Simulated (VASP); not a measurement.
# Ca (P6_3/mmc) in VASP: further runs, part 7 of 8

VASP 6.6.1. The steps go on from the part before.

### Step 110. Equation of state, PBE, 43.38 Å³/atom

The input, INCAR:

```
SYSTEM = Ca
ADDGRID  = .False.      
ALGO     = Normal         ! electronic algorithm
EDIFF    = 1E-4           ! SCF threshold, eV
ENCUT    = 520            ! plane-wave cutoff, eV
GGA      = PE             ! functional
ISIF     = 2              ! what is computed and relaxed
ISMEAR   = 1              ! smearing method
LASPH    = .True.         ! aspherical terms in the spheres
LCHARG   = .False.        ! write CHGCAR
LREAL    = .False.        ! projectors in reciprocal space
LWAVE    = .False.        ! write WAVECAR
NELM     = 100            ! most SCF steps
PREC     = Accurate       ! precision mode
SIGMA    = 0.1            ! smearing width, eV
```

The input, KPOINTS:

```
k-points
0
Gamma
  16 16 9
  0 0 0
```

The input, POSCAR:

```
Ca
1.0
    3.9397952310      0.0000000000      0.0000000000
   -1.9698976155      3.4119627558      0.0000000000
    0.0000000000      0.0000000000      6.4541369111
Ca
2
Direct
    0.6666666667      0.3333333333      0.7500000000
    0.3333333333      0.6666666667      0.2500000000
```

Started as:

```
cat potpaw_PBE.64/Ca_sv/POTCAR > POTCAR
mpirun -np 1 vasp_std > vasp.out
```

It took 57 s on 1 thread of Intel Xeon 6975P-C (Granite Rapids), shared host; peak memory 0.3 GiB.

The run converged, but some of its settings lie outside the range that counts as converged, so its numbers aren't taken as properties of the crystal.

Results:

| Item | Value |
| --- | --- |
| Free energy | -3.8493 eV |
| Pressure | -0.3 GPa |
| Band gap on the k mesh | none (metal or under the smearing width) |

### Step 111. Equation of state, PBE, 46.06 Å³/atom

INCAR is that of step 110.

KPOINTS is that of step 110.

The input, POSCAR:

```
Ca
1.0
    4.0194085035      0.0000000000      0.0000000000
   -2.0097042518      3.4809098723      0.0000000000
    0.0000000000      0.0000000000      6.5845586540
Ca
2
Direct
    0.6666666667      0.3333333333      0.7500000000
    0.3333333333      0.6666666667      0.2500000000
```

Potentials or basis: VASP PAW PBE potentials, release 64 (Ca_sv).

Started as:

```
cat potpaw_PBE.64/Ca_sv/POTCAR > POTCAR
mpirun -np 1 vasp_std > vasp.out
```

It took 59 s on 1 thread of Intel Xeon 6975P-C (Granite Rapids), shared host; peak memory 0.31 GiB.

The run converged, but some of its settings lie outside the range that counts as converged, so its numbers aren't taken as properties of the crystal.

What came out:

* Free energy: -3.8220 eV
* Pressure: -1.1 GPa
* Band gap on the k mesh: none (metal or under the smearing width)

### Step 112. Equation of state, PBE, 43.38 Å³/atom

Edit INCAR of step 111 so:

```diff
@@ -3,4 +3,4 @@
 ALGO     = Normal         ! electronic algorithm
-EDIFF    = 1E-4           ! SCF threshold, eV
-ENCUT    = 520            ! plane-wave cutoff, eV
+EDIFF    = 1E-6           ! SCF threshold, eV
+ENCUT    = 460            ! plane-wave cutoff, eV
 GGA      = PE             ! functional
```

The input, KPOINTS:

```
k-points
0
Gamma
  19 19 10
  0 0 0
```

The input, POSCAR:

```
Ca
1.0
    3.9397952310      0.0000000000      0.0000000000
   -1.9698976155      3.4119627558      0.0000000000
    0.0000000000      0.0000000000      6.4541369111
Ca
2
Direct
    0.6666666667      0.3333333333      0.7500000000
    0.3333333333      0.6666666667      0.2500000000
```

Started as:

```
cat potpaw_PBE.64/Ca_sv/POTCAR > POTCAR
mpirun -np 1 vasp_std > vasp.out
```

Run time: 82 s. Hardware: 1 thread of Intel Xeon 6975P-C (Granite Rapids), shared host; peak memory 0.33 GiB.

The run converged, but some of its settings lie outside the range that counts as converged, so its numbers aren't taken as properties of the crystal.

Results:

```
Free energy            : -3.8495 eV
Pressure               : -0.4 GPa
Band gap on the k mesh : none (metal or under the smearing width)
```

### Step 113. Equation of state, PBE, 46.06 Å³/atom

INCAR is that of step 112.

KPOINTS is that of step 112.

The input, POSCAR:

```
Ca
1.0
    4.0194085035      0.0000000000      0.0000000000
   -2.0097042518      3.4809098723      0.0000000000
    0.0000000000      0.0000000000      6.5845586540
Ca
2
Direct
    0.6666666667      0.3333333333      0.7500000000
    0.3333333333      0.6666666667      0.2500000000
```

Started as:

```
cat potpaw_PBE.64/Ca_sv/POTCAR > POTCAR
mpirun -np 1 vasp_std > vasp.out
```

Wall time 82 s (1 thread of Intel Xeon 6975P-C (Granite Rapids), shared host); peak memory 0.35 GiB.

The run converged, but some of its settings lie outside the range that counts as converged, so its numbers aren't taken as properties of the crystal.

Results:

```
Free energy            : -3.8223 eV
Pressure               : -1.2 GPa
Band gap on the k mesh : none (metal or under the smearing width)
```

### Step 114. Equation of state, PBE, 43.38 Å³/atom

Edit INCAR of step 113 so:

```diff
@@ -4,3 +4,3 @@
 EDIFF    = 1E-6           ! SCF threshold, eV
-ENCUT    = 460            ! plane-wave cutoff, eV
+ENCUT    = 650            ! plane-wave cutoff, eV
 GGA      = PE             ! functional
```

The input, KPOINTS:

```
k-points
0
Gamma
  16 16 9
  0 0 0
```

The input, POSCAR:

```
Ca
1.0
    3.9397952310      0.0000000000      0.0000000000
   -1.9698976155      3.4119627558      0.0000000000
    0.0000000000      0.0000000000      6.4541369111
Ca
2
Direct
    0.6666666667      0.3333333333      0.7500000000
    0.3333333333      0.6666666667      0.2500000000
```

Potentials or basis: VASP PAW PBE potentials, release 64 (Ca_sv).

Started as:

```
cat potpaw_PBE.64/Ca_sv/POTCAR > POTCAR
mpirun -np 1 vasp_std > vasp.out
```

Run time: 1.9 min. Hardware: 1 thread of Intel Xeon 6975P-C (Granite Rapids), shared host; peak memory 0.4 GiB.

The run converged, but some of its settings lie outside the range that counts as converged, so its numbers aren't taken as properties of the crystal.

What came out:

* Free energy: -3.8491 eV
* Pressure: -0.4 GPa
* Band gap on the k mesh: none (metal or under the smearing width)

### Step 115. Equation of state, PBE, 46.06 Å³/atom

INCAR is that of step 114.

KPOINTS is that of step 114.

The input, POSCAR:

```
Ca
1.0
    4.0194085035      0.0000000000      0.0000000000
   -2.0097042518      3.4809098723      0.0000000000
    0.0000000000      0.0000000000      6.5845586540
Ca
2
Direct
    0.6666666667      0.3333333333      0.7500000000
    0.3333333333      0.6666666667      0.2500000000
```

Started as:

```
cat potpaw_PBE.64/Ca_sv/POTCAR > POTCAR
mpirun -np 1 vasp_std > vasp.out
```

It took 2 min on 1 thread of Intel Xeon 6975P-C (Granite Rapids), shared host; peak memory 0.41 GiB.

These settings aren't checked as converged: the numbers below hold their error.

Results:

```yaml
Free_energy: -3.8218 eV
Pressure: -1.2 GPa
Band_gap_on_the_k_mesh: none (metal or under the smearing width)
```

### Step 116. Equation of state, PBE, 43.38 Å³/atom

Edit INCAR of step 115 so:

```diff
@@ -4,3 +4,3 @@
 EDIFF    = 1E-6           ! SCF threshold, eV
-ENCUT    = 650            ! plane-wave cutoff, eV
+ENCUT    = 520            ! plane-wave cutoff, eV
 GGA      = PE             ! functional
```

The input, KPOINTS:

```
k-points
0
Gamma
  19 19 10
  0 0 0
```

The input, POSCAR:

```
Ca
1.0
    3.9397952310      0.0000000000      0.0000000000
   -1.9698976155      3.4119627558      0.0000000000
    0.0000000000      0.0000000000      6.4541369111
Ca
2
Direct
    0.6666666667      0.3333333333      0.7500000000
    0.3333333333      0.6666666667      0.2500000000
```

Started as:

```
cat potpaw_PBE.64/Ca_sv/POTCAR > POTCAR
mpirun -np 1 vasp_std > vasp.out
```

Wall time 1.7 min (1 thread of Intel Xeon 6975P-C (Granite Rapids), shared host); peak memory 0.38 GiB.

These settings aren't checked as converged: the numbers below hold their error.

Results:

- Free energy: -3.8496 eV
- Pressure: -0.4 GPa
- Band gap on the k mesh: none (metal or under the smearing width)

### Step 117. Equation of state, PBE, 46.06 Å³/atom

INCAR is that of step 116.

KPOINTS is that of step 116.

The input, POSCAR:

```
Ca
1.0
    4.0194085035      0.0000000000      0.0000000000
   -2.0097042518      3.4809098723      0.0000000000
    0.0000000000      0.0000000000      6.5845586540
Ca
2
Direct
    0.6666666667      0.3333333333      0.7500000000
    0.3333333333      0.6666666667      0.2500000000
```

Potentials or basis: VASP PAW PBE potentials, release 64 (Ca_sv).

Started as:

```
cat potpaw_PBE.64/Ca_sv/POTCAR > POTCAR
mpirun -np 1 vasp_std > vasp.out
```

Run time: 2.4 min. Hardware: 1 thread of Intel Xeon 6975P-C (Granite Rapids), shared host; peak memory 0.41 GiB.

These settings aren't checked as converged: the numbers below hold their error.

Results:

| Item | Value |
| --- | --- |
| Free energy | -3.8225 eV |
| Pressure | -1.2 GPa |
| Band gap on the k mesh | none (metal or under the smearing width) |

### Step 118. Equation of state, r2SCAN, 42.04 Å³/atom (volume scaled by 0.94)

The input, INCAR:

```
  ALGO = Normal
  EDIFF = 1E-6
  ENCUT = 520
  ISIF = 2
  ISMEAR = -1
  LASPH = True
  LCHARG = False
  LMIXTAU = True
  LREAL = False
  LWAVE = False
  METAGGA = R2SCAN
  NELM = 100
  PREC = Accurate
  SIGMA = 0.05
```

The input, KPOINTS:

```
k-points
0
Gamma
  8 8 4
```

The input, POSCAR:

```
Ca
1.0
    3.8987527127      0.0000000000      0.0000000000
   -1.9493763563      3.3764188923      0.0000000000
    0.0000000000      0.0000000000      6.3869014288
Ca
2
Direct
    0.6666666667      0.3333333333      0.7500000000
    0.3333333333      0.6666666667      0.2500000000
```

Started as:

```
cat potpaw_PBE.64/Ca_sv/POTCAR > POTCAR
mpirun -np 1 vasp_std > vasp.out
```

It took 3 min on 1 thread of Intel Xeon Platinum 8488C (Sapphire Rapids), shared host; peak memory 0.21 GiB.

Results (log left out):

| Property | Result |
| --- | --- |
| Free energy | -14.0555 eV |
| Pressure | 0.6 GPa |
| Band gap on the k mesh | none (metal or under the smearing width) |

Caveat: the PAW data sets were made with another functional, which shifts forces and pressure a little.

### Step 119. Equation of state, r2SCAN, 42.93 Å³/atom (volume scaled by 0.96)

The input, INCAR:

```
SYSTEM = Ca
ALGO = Normal
EDIFF = 1E-7
ENCUT = 520
ISIF = 2
ISMEAR = -1
LASPH = .True.
LCHARG = .False.
LMIXTAU = .True.
LREAL = .False.
LWAVE = .False.
METAGGA = R2SCAN
NELM = 80
PREC = Accurate
SIGMA = 0.05
```

The input, KPOINTS:

```
k-points
0
Gamma
  8 8 4
  0 0 0
```

The input, POSCAR:

```
Ca
1.0
    3.9262096223      0.0000000000      0.0000000000
   -1.9631048112      3.4001972736      0.0000000000
    0.0000000000      0.0000000000      6.4318810899
Ca
2
Direct
    0.6666666667      0.3333333333      0.7500000000
    0.3333333333      0.6666666667      0.2500000000
```

Started as:

```
cat potpaw_PBE.64/Ca_sv/POTCAR > POTCAR
mpirun -np 1 vasp_std > vasp.out
```

Wall time 3.5 min (1 thread of Intel Xeon Platinum 8488C (Sapphire Rapids), shared host); peak memory 0.21 GiB.

Results (log left out):

```
Free energy            : -14.0610 eV
Pressure               : 0.2 GPa
Band gap on the k mesh : none (metal or under the smearing width)
```

Caveat: the PAW data sets were made with another functional, which shifts forces and pressure a little.

### Step 120. Equation of state, r2SCAN, 43.83 Å³/atom (volume scaled by 0.98)

The input, INCAR:

```
SYSTEM = Ca
PREC = Accurate ; ENCUT = 520
EDIFF = 1E-7 ; ISMEAR = -1
SIGMA = 0.05 ; LREAL = .False.
LASPH = .True. ; NELM = 60
ALGO = Normal ; ISIF = 2
LWAVE = .False. ; LCHARG = .False.
METAGGA = R2SCAN ; LMIXTAU = .True.
```

The input, KPOINTS:

```
Automatic mesh
0
Gamma
  8 8 4
  0 0 0
```

The input, POSCAR:

```
Ca
1.0
    3.9532877857      0.0000000000      0.0000000000
   -1.9766438929      3.4236476510      0.0000000000
    0.0000000000      0.0000000000      6.4762402922
Ca
2
Direct
    0.6666666667      0.3333333333      0.7500000000
    0.3333333333      0.6666666667      0.2500000000
```

Potentials or basis: VASP PAW PBE potentials, release 64 (Ca_sv).

Started as:

```
cat potpaw_PBE.64/Ca_sv/POTCAR > POTCAR
mpirun -np 1 vasp_std > vasp.out
```

Run time: 4.6 min. Hardware: 1 thread of Intel Xeon Platinum 8488C (Sapphire Rapids), shared host; peak memory 0.22 GiB.

Results (log left out):

```
Free energy            : -14.0623 eV
Pressure               : -0.1 GPa
Band gap on the k mesh : none (metal or under the smearing width)
```

Caveat: the PAW data sets were made with another functional, which shifts forces and pressure a little.

### Step 121. Equation of state, r2SCAN, 45.62 Å³/atom (volume scaled by 1.02)

The input, INCAR:

```
PREC     = Accurate       # precision mode
ENCUT    = 520            # plane-wave cutoff, eV
EDIFF    = 1E-7           # SCF threshold, eV
ISMEAR   = -1             # smearing method
SIGMA    = 0.05           # smearing width, eV
LREAL    = False          # projectors in reciprocal space
LASPH    = True           # aspherical terms in the spheres
NELM     = 80             # most SCF steps
ALGO     = Normal         # electronic algorithm
ISIF     = 2              # what is computed and relaxed
LWAVE    = False          # write WAVECAR
LCHARG   = False          # write CHGCAR
METAGGA  = R2SCAN         # meta-GGA
LMIXTAU  = True
```

The input, KPOINTS:

```
Automatic mesh
0
Gamma
  8 8 4
```

The input, POSCAR:

```
Ca
1.0
    4.0063583840      0.0000000000      0.0000000000
   -2.0031791920      3.4696081373      0.0000000000
    0.0000000000      0.0000000000      6.5631800663
Ca
2
Direct
    0.6666666667      0.3333333333      0.7500000000
    0.3333333333      0.6666666667      0.2500000000
```

Started as:

```
cat potpaw_PBE.64/Ca_sv/POTCAR > POTCAR
mpirun -np 1 vasp_std > vasp.out
```

Wall time 4.8 min (1 thread of Intel Xeon Platinum 8488C (Sapphire Rapids), shared host); peak memory 0.21 GiB.

The run converged. Its results:

| Quantity | Value |
| --- | --- |
| Free energy | -14.0532 eV |
| Pressure | -0.8 GPa |
| Band gap on the k mesh | none (metal or under the smearing width) |

Caveat: the PAW data sets were made with another functional, which shifts forces and pressure a little.

### Step 122. Equation of state, r2SCAN, 46.51 Å³/atom (volume scaled by 1.04)

The input, INCAR:

```
SYSTEM = Ca
ALGO = Normal
EDIFF = 1E-7
ENCUT = 520
ISIF = 2
ISMEAR = -1
LASPH = .TRUE.
LCHARG = .FALSE.
LMIXTAU = .TRUE.
LREAL = .FALSE.
LWAVE = .FALSE.
METAGGA = R2SCAN
NELM = 100
PREC = Accurate
SIGMA = 0.05
```

The input, KPOINTS:

```
k-points
0
G
  8 8 4
  0 0 0
```

The input, POSCAR:

```
Ca
1.0
    4.0323744272      0.0000000000      0.0000000000
   -2.0161872136      3.4921386916      0.0000000000
    0.0000000000      0.0000000000      6.6057993129
Ca
2
Direct
    0.6666666667      0.3333333333      0.7500000000
    0.3333333333      0.6666666667      0.2500000000
```

Started as:

```
cat potpaw_PBE.64/Ca_sv/POTCAR > POTCAR
mpirun -np 1 vasp_std > vasp.out
```

Run time: 4.8 min. Hardware: 1 thread of Intel Xeon Platinum 8488C (Sapphire Rapids), shared host; peak memory 0.22 GiB.

It converged, with:

| Property | Result |
| --- | --- |
| Free energy | -14.0435 eV |
| Pressure | -1.1 GPa |
| Band gap on the k mesh | none (metal or under the smearing width) |

Caveat: the PAW data sets were made with another functional, which shifts forces and pressure a little.

### Step 123. Equation of state, r2SCAN, 47.40 Å³/atom (volume scaled by 1.06)

The input, INCAR:

```
PREC = Accurate ; ENCUT = 520
EDIFF = 1E-6 ; ISMEAR = -1
SIGMA = 0.05 ; LREAL = False
LASPH = True ; NELM = 60
ALGO = Normal ; ISIF = 2
LWAVE = False ; LCHARG = False
METAGGA = R2SCAN ; LMIXTAU = True
```

The input, KPOINTS:

```
Automatic mesh
0
Gamma
  8 8 4
```

The input, POSCAR:

```
Ca
1.0
    4.0580590332      0.0000000000      0.0000000000
   -2.0290295166      3.5143822129      0.0000000000
    0.0000000000      0.0000000000      6.6478756022
Ca
2
Direct
    0.6666666667      0.3333333333      0.7500000000
    0.3333333333      0.6666666667      0.2500000000
```

Potentials or basis: VASP PAW PBE potentials, release 64 (Ca_sv).

Started as:

```
cat potpaw_PBE.64/Ca_sv/POTCAR > POTCAR
mpirun -np 1 vasp_std > vasp.out
```

It took 4.9 min on 1 thread of Intel Xeon Platinum 8488C (Sapphire Rapids), shared host; peak memory 0.23 GiB.

Results (log left out):

* Free energy: -14.0307 eV
* Pressure: -1.3 GPa
* Band gap on the k mesh: none (metal or under the smearing width)

Caveat: the PAW data sets were made with another functional, which shifts forces and pressure a little.

(Continued in part 8 of 8.)
